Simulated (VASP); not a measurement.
**Nb: single point with PBE**

Nb:

```
Nb
1.0
     0.00000    2.10922    2.10922
     2.10922    0.00000    2.10922
     2.10922    2.10922    0.00000
Nb
1
Cartesian
  0.0000 0.0000 0.0000
```

The cell was built by a generator and needn't be a form met in nature.

| Quantity | Value |
| --- | --- |
| Program | VASP 6.6.1 |
| Task | single point |
| Functional | PBE |
| Potentials or basis | VASP PAW PBE potentials, release 64 (Nb_sv) |
| Cutoff | 520 eV |
| k mesh | 18 × 18 × 18 |
| Occupations | gaussian, width 0.05 eV |
| Spin | non-collinear spin, zero start, spin-orbit coupling |
| Starting moments | [[0.0, 0.0, 0.0]] μB |

| Quantity | Value |
| --- | --- |
| Pressure | -0.4 GPa |
| Net moment | 0.00 μB per cell |
| Valence electrons inside the program's atomic spheres | Nb 10.64 |

Moments on the atoms (μB; x, y, z):
```
Nb  0.00 0.00 0.00
```

Wall time 2.2 min on 1 thread of Intel(R) Xeon(R) Platinum 8488C (Sapphire Rapids) (shared host), peak memory 0.28 GiB.
